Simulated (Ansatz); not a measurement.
# BeSe: energy and pressure over a range of volumes

How stiff is BeSe, and at what volume does the pressure vanish? The cell is scaled evenly, atoms carried along, and solved with LAPW, PAW and all-electron datasets made for the crystal.

Computed with Ansatz 0.2.0 (DFT PBE, scalar-relativistic, unless a step's input says otherwise).

## (1) Starting point

The structure is cubic, space group F-43m (No. 216). The conventional cell has a = 5.070 Å, b = 5.070 Å, c = 5.070 Å, α = 90.00°, β = 90.00°, γ = 90.00°. Be (site symmetry -43m) is surrounded by 4 Se at 2.20 Å. Around Se (site symmetry -43m) lie 4 Be at 2.20 Å.

As a file:

```
CELL_PARAMETERS angstrom
0.00000 2.53500 2.53500
2.53500 0.00000 2.53500
2.53500 2.53500 0.00000
ATOMIC_POSITIONS crystal
Be 0.00000 0.00000 0.00000
Se 0.75000 0.75000 0.75000
```

The geometry is a database entry used as it stands. It may stem from high pressure or temperature, or be incomplete, so it serves as a test cell.

Atoms are numbered in the order of the input: Be1, Se2.

## (2) Volume × 0.9405, LAPW

Contents of input.yaml:

```yaml
crystal:
  lattice:
    - [0.0, 2.4836910002, 2.4836910002]
    - [2.4836910002, 0.0, 2.4836910002]
    - [2.4836910002, 2.4836910002, 0.0]
  atoms:
    - { symbol: Be, position: [0.0, 0.0, 0.0] }
    - { symbol: Se, position: [0.75, 0.75, 0.75] }
kpoints:
  mp_grid: { grid: [10, 10, 10] }
scf:
  occupations: { method: fermi_dirac, width: 0.03 }
hamiltonian:
  xc: pbe
  pseudopotentials: { kind: all_electron, lapw: { basis_error: 0.0005 } }
output:
  forces: true
  stress: true
  eigenvalues: true
```

The run is started by

```bash
> ansatz run input.yaml --threads 1 --pin off --max-ram 3072MiB --backend cpu --events-out ev --progress --plain --runs-dir out
```

Output (excerpt; [...] marks lines left out):

```text
LAPW: plane waves up to 8.877 Å⁻¹, error target 5.0e-4 eV per atom; small_component_spin mean_spin; Be in spheres of 0.891 Å, 4 of its electrons in bands, Dirac shells []; Se in spheres of 1.260 Å, 24 of its electrons in bands, Dirac shells []
[...]
Pseudopotentials: kind: all_electron
Pseudopotential: Be, LAPW, valence charge 4, Koelling and Harmon's equation, gaussian nucleus
Pseudopotential: Se, LAPW, valence charge 24, Koelling and Harmon's equation, gaussian nucleus
Functional definition: PBE
[...]
Crystal: 2 atoms, lattice volume = 30.642 Å³
Basis set: ecut = 300.26022324273976 eV, 339 PW (Γ), exchange–correlation at level 2
Bands: 18, of which v1, the nominal top of the filled ones, is band 14 counted from 1 (13 counted from 0)
Symmetry: 24 space group operations
Space group: F-43m (ITA 216), of the structure as read, at distance tolerance 3.1e-5 Å
k-points: 47 of 1000 (time reversal used)
[...]
SCF iter   1: F=—  HF=-66529.188575 eV  |F-HF|=—  |Δ(HF+E_count)|=         —  Δρ=3.82e-2  dr2=5.42e-1  ethr=1.93e-3  ⟨swp⟩=2.0  Hψ=5681  notcnv=0
[...]
the basis was enlarged: its passes take 186.5 KiB over the memory plan, 1 of 1 planned eigensolver slots
[...]
SCF iter   6: F=-66529.037069 eV  HF=-66529.037069 eV  |F-HF|=9.43e-8  |Δ(HF+E_count)|=   1.32e-6  Δρ=1.33e-5  dr2=3.13e-8  ethr=1.78e-9  ⟨swp⟩=3.0  Hψ=2538  notcnv=0
[...]
SCF converged after 6 iterations
Free energy (F): -66529.037069 eV
[...]
E sigma→0 (E₀):  -66529.037069 eV
Fermi energy:    10.211792 eV
[...]
--- Forces (eV/Å), atoms counted from 1 ---
  atom   1  Be    -0.00000000    -0.00000000     0.00000000
  atom   2  Se     0.00000000    -0.00000000     0.00000000
[...]
--- Stress (GPa, compression-positive) ---
       11.879577       0.000000       0.000000
        0.000000      11.879577       0.000000
        0.000000       0.000000      11.879577
  P = ⅓ Tr σ = 11.8796 GPa (118.796 kbar)
--- Band table (eV; the first three rows and the last of 47) ---
  k-point 0: bands = ["-198.1588", "-137.6273", "-137.6273", "-137.6273", "-90.5065", "-37.8600", "-37.8600", "-37.8600", "-37.8514", "-37.8514", "-5.5086", "9.0199", "9.0199", "9.0199", "14.0097", "14.0097", "14.0097", "14.1988"]
[...]
```

Run time: 9.1 s. Hardware: 1 thread of Intel Xeon Platinum 8488C (Sapphire Rapids), shared host; peak memory 0.31 GiB.

Result: pressure 11.88 GPa; gap on the k mesh 2.38 eV.

## (3) Volume × 0.9405, PAW

Changes to input.yaml since step 2:

```diff
@@ -14,3 +14,3 @@
   xc: pbe
-  pseudopotentials: { kind: all_electron, lapw: { basis_error: 0.0005 } }
+  pseudopotentials: { kind: paw }
 output:
@@ -19 +19,6 @@
   eigenvalues: true
+  efg: { contact_densities: true }
+  write_density: true
+  write_potential: true
+  elf: true
+  volumetric_format: npy
```

The run is started by

```bash
> ansatz run input.yaml --threads 1 --pin off --max-ram 3072MiB --backend cpu --events-out ev --progress --plain --runs-dir out
```

Output:

```text
Engine: ansatz 0.2.0
Pseudopotentials: kind: paw
Pseudopotential: Be, paw, valence charge 2, recommended cutoff 420 eV (normal)
Pseudopotential: Se, paw, valence charge 16, recommended cutoff 420 eV (normal)
Functional definition: PBE
  parameter kappa = 0.804
  parameter beta = 0.06672455060314922
  exchange = pbe_x(kappa = kappa, mu = beta*pi^2/3)
  correlation = pbe_c(beta = beta)
Crystal: 2 atoms, lattice volume = 30.642 Å³
Basis set: ecut = 420 eV, 609 PW (Γ), exchange–correlation on 48×48×48 points (8 copies of the dense FFT grid, shifted against one another)
Bands: 13, of which v1, the nominal top of the filled ones, is band 9 counted from 1 (8 counted from 0)
Symmetry: 24 space group operations
Space group: F-43m (ITA 216), of the structure as read, at distance tolerance 3.1e-5 Å
k-points: 47 of 1000 (time reversal used)
Non-local potential: Be, projectors of the file, l = 0: 2, l = 1: 2, l = 2: 1
Non-local potential: Se, projectors of the file, l = 0: 2, l = 1: 2, l = 2: 3, l = 3: 1
PAW form: soft (Blöchl's): semilocal exchange-correlation on the pseudo side does not see the compensation charge
PAW one-centre angular grid: Be, 110 points (default); XC on 64 Gauss nodes
PAW one-centre angular grid: Se, 590 points (default); XC on 64 Gauss nodes
Initial density: superposition of atomic densities (neutral atoms: chi_scale 0, normalization atom), corrected by the library's trained network
Initial wavefunctions: pseudopotential atomic-orbital guess
Functional: x = pbe(κ = 0.804, μ = 0.2195149727645171), c = pbe(β = 0.06672455060314922)
SCF iter   1: F=—  HF=-5563.301338 eV  |F-HF|=—  |Δ(HF+E_count)|=         —  Δρ=7.86e-4  dr2=2.31e-4  ethr=1.77e-3  ⟨swp⟩=6.0  Hψ=3759  notcnv=0
preconditioner: auto → none  [insulator: Δε(μ)=2.382 eV  Ē_g=12.809 eV  σ=0.030 eV  W_gap=1.00  n_scr=8 (ndim 8)  ℏωp=19.0 eV  f_vac=0.006  D(μ)=0.00/eV (n_scr^D=0)  ε∞_Penn≈3.2]
SCF iter   2: F=—  HF=-5563.301279 eV  |F-HF|=—  |Δ(HF+E_count)|=   5.90e-5  Δρ=4.64e-4  dr2=7.45e-5  ethr=1.28e-6  ⟨swp⟩=2.2  Hψ=1201  notcnv=0
SCF iter   3: F=—  HF=-5563.301311 eV  |F-HF|=—  |Δ(HF+E_count)|=   3.15e-5  Δρ=1.50e-4  dr2=3.87e-6  ethr=4.14e-7  ⟨swp⟩=3.0  Hψ=1031  notcnv=0
SCF iter   4: F=—  HF=-5563.301319 eV  |F-HF|=—  |Δ(HF+E_count)|=   7.97e-6  Δρ=7.27e-5  dr2=1.35e-6  ethr=2.15e-8  ⟨swp⟩=2.0  Hψ=770  notcnv=0
SCF iter   5: F=—  HF=-5563.301321 eV  |F-HF|=—  |Δ(HF+E_count)|=   1.78e-6  Δρ=3.02e-5  dr2=3.39e-7  ethr=7.49e-9  ⟨swp⟩=2.0  Hψ=782  notcnv=0
SCF iter   6: F=-5563.301321 eV  HF=-5563.301321 eV  |F-HF|=2.06e-8  |Δ(HF+E_count)|=   2.98e-8  Δρ=7.74e-6  dr2=2.63e-8  ethr=5.56e-10  ⟨swp⟩=8.1  Hψ=3926  notcnv=0
SCF 1 converged in 6 iterations: F = -5563.301321 eV  dr2 = 2.63e-8
SCF converged after 6 iterations
Free energy (F): -5563.301321 eV
Harris-Foulkes:  -5563.301321 eV  (|F-HF|=2.06e-8)
Internal energy: -5563.301321 eV  (E = F + TS)
E sigma→0 (E₀):  -5563.301321 eV
Fermi energy:    9.616432 eV
--- Per-component energies (eV) ---
  E_band       = -362.373042
  E_kinetic    = 142.651609
  E_local      = -2421.195833  (includes V_loc(G=0)·N_el)
  E_nonlocal   = -591.967820
  E_hartree    = 1204.989576
  E_xc         = -125.509613
  E_vxc        = -121.057296  (∫ρ·V_xc dr)
  E_paw        = -1970.077175  (= ΣΔE_a)
  E_vpaw       = 219.224051  (= ΣTr[D̂ρ^β])
  E_aug_tail   = -0.000590  (compensation charges beyond the density's cutoff)
  E_ewald      = -1802.191475
  E_smearing   = -0.000000  (= −TS)
  E_closure    = -0.000000  (closes the sum)
  Σ components = -5563.301321   (vs F -5563.301321, Δ=0.00e0)
--- Forces (eV/Å), atoms counted from 1 ---
  atom   1  Be    -0.00000000     0.00000000    -0.00000000
  atom   2  Se     0.00000000     0.00000000    -0.00000000
  max |Σ_I F_I| component: 3.65e-16 eV/Å
--- Stress (GPa, compression-positive) ---
       11.899968      -0.000000       0.000000
        0.000000      11.899968       0.000000
       -0.000000       0.000000      11.899968
  P = ⅓ Tr σ = 11.9000 GPa (119.000 kbar)
--- PAW observables at the nuclei: V_zz in 10²¹ V/m², potentials from the cell's mean, atoms counted from 1 ---
  atom   1  Be V_zz =    +0.000000   η = 0.0000   by run symmetry: forbidden
            electrostatic potential = -243.531260 V   contact ρ = 238.666121 e/Å³
  atom   2  Se V_zz =    -0.000000   η = 0.0000   by run symmetry: forbidden
            electrostatic potential = -4710.639405 V   contact ρ = 262863.895479 e/Å³
--- Band table (eV; the first three rows and the last of 47) ---
  k-point 0: bands = ["-38.4447", "-38.4447", "-38.4447", "-38.4360", "-38.4360", "-6.1058", "8.4241", "8.4241", "8.4241", "13.4140", "13.4140", "13.4140", "13.6021"]
  k-point 1: bands = ["-38.4446", "-38.4446", "-38.4446", "-38.4359", "-38.4359", "-5.9908", "7.4152", "8.2557", "8.2557", "13.3328", "13.6861", "13.6861", "14.7219"]
  k-point 2: bands = ["-38.4443", "-38.4442", "-38.4442", "-38.4359", "-38.4359", "-5.6625", "5.5632", "7.8853", "7.8853", "13.2744", "14.2205", "14.2205", "16.6349"]
  k-point 46: bands = ["-38.4440", "-38.4430", "-38.4419", "-38.4363", "-38.4352", "-3.8751", "3.3910", "4.2618", "4.6627", "13.8026", "15.0911", "16.9062", "17.8478"]
```

It took 3 s on 1 thread of Intel Xeon Platinum 8488C (Sapphire Rapids), shared host; peak memory 0.4 GiB.

This run gives: pressure 11.90 GPa; gap on the k mesh 2.38 eV.

## (4) Volume × 0.9405, crystal datasets

Changes to input.yaml since step 3:

```diff
@@ -14,3 +14,3 @@
   xc: pbe
-  pseudopotentials: { kind: paw }
+  pseudopotentials: { kind: all_electron, datasets: crystal }
 output:
@@ -20,5 +20 @@
   efg: { contact_densities: true }
-  write_density: true
-  write_potential: true
-  elf: true
-  volumetric_format: npy
```

The run is started by

```bash
> ansatz run input.yaml --threads 1 --pin off --max-ram 3072MiB --backend cpu --events-out ev --progress --plain --runs-dir out
```

Output (excerpt; [...] marks lines left out):

```text
[...]
Pseudopotentials: kind: all_electron
Pseudopotential: Be, paw, valence charge 2, recommended cutoff 220 eV (normal), Koelling and Harmon's equation, gaussian nucleus
Pseudopotential: Se, paw, valence charge 16, recommended cutoff 220 eV (normal), Koelling and Harmon's equation, gaussian nucleus
Functional definition: PBE
[...]
Crystal: 2 atoms, lattice volume = 30.642 Å³
Basis set: ecut = 220 eV, 259 PW (Γ), exchange–correlation on 40×40×40 points (8 copies of the dense FFT grid, shifted against one another)
Bands: 8, of which v1, the nominal top of the filled ones, is band 4 counted from 1 (3 counted from 0)
Symmetry: 24 space group operations
Space group: F-43m (ITA 216), of the structure as read, at distance tolerance 3.1e-5 Å
k-points: 47 of 1000 (time reversal used)
[...]
--- Forces (eV/Å), atoms counted from 1 ---
  atom   1  Be    -0.00000000     0.00000000    -0.00000000
  atom   2  Se     0.00000000     0.00000000    -0.00000000
[...]
--- Stress (GPa, compression-positive) ---
       11.876227       0.000000      -0.000000
       -0.000000      11.876227       0.000000
       -0.000000       0.000000      11.876227
  P = ⅓ Tr σ = 11.8762 GPa (118.762 kbar)
  It holds what live shells' own plane waves past their cutoff add
--- PAW observables at the nuclei: V_zz in 10²¹ V/m², potentials from the cell's mean, atoms counted from 1 ---
  atom   1  Be V_zz =    -0.000000   η = 0.0000   by run symmetry: forbidden
            electrostatic potential = -243.561989 V   contact ρ = 238.698684 e/Å³
  atom   2  Se V_zz =    +0.000000   η = 0.0000   by run symmetry: forbidden
            electrostatic potential = -4710.572117 V   contact ρ = 262934.328207 e/Å³
--- Band table (eV; the first three rows and the last of 47) ---
  k-point 0: bands = ["-5.5085", "9.0199", "9.0199", "9.0199", "14.0097", "14.0097"]
[...]
```

It took 3.8 s on 1 thread of Intel Xeon Platinum 8488C (Sapphire Rapids), shared host; peak memory 0.42 GiB.

Result: pressure 11.88 GPa; gap on the k mesh 2.38 eV.

## (5) Volume × 0.98, LAPW

Contents of input.yaml:

```yaml
crystal:
  lattice:
    - [0.0, 2.5179860645, 2.5179860645]
    - [2.5179860645, 0.0, 2.5179860645]
    - [2.5179860645, 2.5179860645, 0.0]
  atoms:
    - { symbol: Be, position: [0.0, 0.0, 0.0] }
    - { symbol: Se, position: [0.75, 0.75, 0.75] }
kpoints:
  mp_grid: { grid: [10, 10, 10] }
scf:
  occupations: { method: fermi_dirac, width: 0.03 }
hamiltonian:
  xc: pbe
  pseudopotentials: { kind: all_electron, lapw: { basis_error: 0.0005 } }
output:
  forces: true
  stress: true
  eigenvalues: true
```

The run is started by

```bash
> ansatz run input.yaml --threads 1 --pin off --max-ram 3072MiB --backend cpu --events-out ev --progress --plain --runs-dir out
```

Output (excerpt; [...] marks lines left out):

```text
LAPW: plane waves up to 8.716 Å⁻¹, error target 5.0e-4 eV per atom; small_component_spin mean_spin; Be in spheres of 0.903 Å, 4 of its electrons in bands, Dirac shells []; Se in spheres of 1.277 Å, 24 of its electrons in bands, Dirac shells []
[...]
Pseudopotentials: kind: all_electron
Pseudopotential: Be, LAPW, valence charge 4, Koelling and Harmon's equation, gaussian nucleus
Pseudopotential: Se, LAPW, valence charge 24, Koelling and Harmon's equation, gaussian nucleus
Functional definition: PBE
[...]
Crystal: 2 atoms, lattice volume = 31.929 Å³
Basis set: ecut = 289.41816097893025 eV, 339 PW (Γ), exchange–correlation at level 2
Bands: 18, of which v1, the nominal top of the filled ones, is band 14 counted from 1 (13 counted from 0)
Symmetry: 24 space group operations
Space group: F-43m (ITA 216), of the structure as read, at distance tolerance 3.2e-5 Å
[...]
SCF iter   6: F=-66529.113674 eV  HF=-66529.113674 eV  |F-HF|=4.52e-8  |Δ(HF+E_count)|=   9.47e-7  Δρ=8.38e-6  dr2=1.89e-8  ethr=1.65e-9  ⟨swp⟩=2.3  Hψ=2366  notcnv=0
[...]
SCF converged after 6 iterations
Free energy (F): -66529.113674 eV
[...]
E sigma→0 (E₀):  -66529.113674 eV
Fermi energy:    9.652873 eV
[...]
--- Forces (eV/Å), atoms counted from 1 ---
  atom   1  Be    -0.00000000     0.00000000    -0.00000000
  atom   2  Se     0.00000000     0.00000000    -0.00000000
[...]
--- Stress (GPa, compression-positive) ---
        7.341682      -0.000000      -0.000000
       -0.000000       7.341682       0.000000
       -0.000000       0.000000       7.341682
  P = ⅓ Tr σ = 7.3417 GPa (73.417 kbar)
--- Band table (eV; the first three rows and the last of 47) ---
  k-point 0: bands = ["-198.6929", "-138.1609", "-138.1609", "-138.1609", "-91.2073", "-38.3902", "-38.3902", "-38.3902", "-38.3827", "-38.3827", "-5.8212", "8.4088", "8.4088", "8.4088", "13.2612", "13.4163", "13.4163", "13.4163"]
[...]
```

Run time: 9.1 s. Hardware: 1 thread of Intel Xeon Platinum 8488C (Sapphire Rapids), shared host; peak memory 0.31 GiB.

Result: pressure 7.34 GPa; gap on the k mesh 2.49 eV.

## (6) Volume × 1.02, LAPW

Changes to input.yaml since step 5:

```diff
@@ -2,5 +2,5 @@
   lattice:
-    - [0.0, 2.5179860645, 2.5179860645]
-    - [2.5179860645, 0.0, 2.5179860645]
-    - [2.5179860645, 2.5179860645, 0.0]
+    - [0.0, 2.5517885687, 2.5517885687]
+    - [2.5517885687, 0.0, 2.5517885687]
+    - [2.5517885687, 2.5517885687, 0.0]
   atoms:
```

The run is started by

```bash
> ansatz run input.yaml --threads 1 --pin off --max-ram 3072MiB --backend cpu --events-out ev --progress --plain --runs-dir out
```

Output (excerpt; [...] marks lines left out):

```text
LAPW: plane waves up to 8.560 Å⁻¹, error target 5.0e-4 eV per atom; small_component_spin mean_spin; Be in spheres of 0.916 Å, 4 of its electrons in bands, Dirac shells []; Se in spheres of 1.294 Å, 24 of its electrons in bands, Dirac shells []
[...]
Pseudopotentials: kind: all_electron
Pseudopotential: Be, LAPW, valence charge 4, Koelling and Harmon's equation, gaussian nucleus
Pseudopotential: Se, LAPW, valence charge 24, Koelling and Harmon's equation, gaussian nucleus
Functional definition: PBE
[...]
Crystal: 2 atoms, lattice volume = 33.233 Å³
Basis set: ecut = 279.19258989367796 eV, 339 PW (Γ), exchange–correlation at level 2
Bands: 18, of which v1, the nominal top of the filled ones, is band 14 counted from 1 (13 counted from 0)
Symmetry: 24 space group operations
Space group: F-43m (ITA 216), of the structure as read, at distance tolerance 3.2e-5 Å
[...]
SCF iter   7: F=-66529.157383 eV  HF=-66529.157383 eV  |F-HF|=4.48e-9  |Δ(HF+E_count)|=   1.18e-7  Δρ=2.68e-6  dr2=1.86e-9  ethr=2.03e-10  ⟨swp⟩=3.0  Hψ=2529  notcnv=0
[...]
SCF converged after 7 iterations
Free energy (F): -66529.157383 eV
[...]
E sigma→0 (E₀):  -66529.157383 eV
Fermi energy:    9.130013 eV
[...]
--- Forces (eV/Å), atoms counted from 1 ---
  atom   1  Be    -0.00000000     0.00000000    -0.00000000
  atom   2  Se     0.00000000     0.00000000     0.00000000
[...]
--- Stress (GPa, compression-positive) ---
        3.527832       0.000000      -0.000000
        0.000000       3.527832       0.000000
       -0.000000       0.000000       3.527832
  P = ⅓ Tr σ = 3.5278 GPa (35.278 kbar)
--- Band table (eV; the first three rows and the last of 47) ---
  k-point 0: bands = ["-199.1965", "-138.6640", "-138.6640", "-138.6640", "-91.8734", "-38.8901", "-38.8901", "-38.8901", "-38.8836", "-38.8836", "-6.1163", "7.8387", "7.8387", "7.8387", "12.3837", "12.8576", "12.8576", "12.8576"]
[...]
```

It took 9.2 s on 1 thread of Intel Xeon Platinum 8488C (Sapphire Rapids), shared host; peak memory 0.3 GiB.

This run gives: pressure 3.53 GPa; gap on the k mesh 2.58 eV.

## (7) Volume × 1.06, LAPW

Changes to input.yaml since step 6:

```diff
@@ -2,5 +2,5 @@
   lattice:
-    - [0.0, 2.5517885687, 2.5517885687]
-    - [2.5517885687, 0.0, 2.5517885687]
-    - [2.5517885687, 2.5517885687, 0.0]
+    - [0.0, 2.5847185048, 2.5847185048]
+    - [2.5847185048, 0.0, 2.5847185048]
+    - [2.5847185048, 2.5847185048, 0.0]
   atoms:
```

The run is started by

```bash
> ansatz run input.yaml --threads 1 --pin off --max-ram 3072MiB --backend cpu --events-out ev --progress --plain --runs-dir out
```

Output (excerpt; [...] marks lines left out):

```text
LAPW: plane waves up to 8.412 Å⁻¹, error target 5.0e-4 eV per atom; small_component_spin mean_spin; Be in spheres of 0.928 Å, 4 of its electrons in bands, Dirac shells []; Se in spheres of 1.310 Å, 24 of its electrons in bands, Dirac shells []
[...]
Pseudopotentials: kind: all_electron
Pseudopotential: Be, LAPW, valence charge 4, Koelling and Harmon's equation, gaussian nucleus
Pseudopotential: Se, LAPW, valence charge 24, Koelling and Harmon's equation, gaussian nucleus
Functional definition: PBE
[...]
Crystal: 2 atoms, lattice volume = 34.536 Å³
Basis set: ecut = 269.59380083060364 eV, 331 PW (Γ), exchange–correlation at level 2
Bands: 18, of which v1, the nominal top of the filled ones, is band 14 counted from 1 (13 counted from 0)
Symmetry: 24 space group operations
Space group: F-43m (ITA 216), of the structure as read, at distance tolerance 3.3e-5 Å
[...]
SCF iter   7: F=-66529.172766 eV  HF=-66529.172766 eV  |F-HF|=6.98e-9  |Δ(HF+E_count)|=   2.83e-7  Δρ=2.86e-6  dr2=2.17e-9  ethr=2.66e-10  ⟨swp⟩=3.0  Hψ=2538  notcnv=0
[...]
SCF converged after 7 iterations
Free energy (F): -66529.172766 eV
[...]
E sigma→0 (E₀):  -66529.172766 eV
Fermi energy:    8.645898 eV
[...]
--- Forces (eV/Å), atoms counted from 1 ---
  atom   1  Be    -0.00000000     0.00000000    -0.00000000
  atom   2  Se     0.00000000     0.00000000     0.00000000
[...]
--- Stress (GPa, compression-positive) ---
        0.359257       0.000000      -0.000000
        0.000000       0.359257       0.000000
       -0.000000       0.000000       0.359257
  P = ⅓ Tr σ = 0.3593 GPa (3.593 kbar)
--- Band table (eV; the first three rows and the last of 47) ---
  k-point 0: bands = ["-199.6634", "-139.1306", "-139.1306", "-139.1306", "-92.4998", "-39.3538", "-39.3538", "-39.3538", "-39.3482", "-39.3482", "-6.3919", "7.3126", "7.3126", "7.3126", "11.5716", "12.3368", "12.3368", "12.3368"]
[...]
```

Run time: 9.2 s. Hardware: 1 thread of Intel Xeon Platinum 8488C (Sapphire Rapids), shared host; peak memory 0.29 GiB.

This run gives: pressure 0.36 GPa; gap on the k mesh 2.66 eV.

## (8) The equation of state

The rows at scale 1 come from earlier runs of the unscaled cell with the same settings.

| method | volume (Å³/atom) | F above the lowest (meV/atom) | pressure (GPa) | gap on the k mesh (eV) |
| --- | --- | --- | --- | --- |
| LAPW | 15.321 | 67.8 | 11.88 | 2.38 |
| LAPW | 15.965 | 29.5 | 7.34 | 2.49 |
| LAPW | 16.290 | 16.7 | 5.35 | 2.54 |
| LAPW | 16.616 | 7.7 | 3.53 | 2.58 |
| LAPW | 17.268 | 0.0 | 0.36 | 2.66 |
| PAW | 15.321 | 51.3 | 11.90 | 2.38 |
| PAW | 16.290 | 0.0 | 5.36 | 2.54 |
| crystal datasets | 15.321 | – | 11.88 | 2.38 |
| crystal datasets | 16.290 | – | 5.34 | 2.54 |

## (9) What came out

| quantity | value |
| --- | --- |
| pressure at 15.32 Å³/atom (LAPW) | 11.88 GPa |
| pressure at 17.27 Å³/atom (LAPW) | 0.36 GPa |

What this shows: Over this range the mean stiffness −dP/dlnV is 96 GPa by LAPW; the pressure keeps one sign, so equilibrium lies outside the range. The gap goes from 2.38 eV at the smallest volume to 2.66 eV at the largest. No thermal or zero-point expansion is included.

These are semilocal Kohn-Sham gaps, which aren't the measured quantity. Such gaps usually fall short of the measured ones.
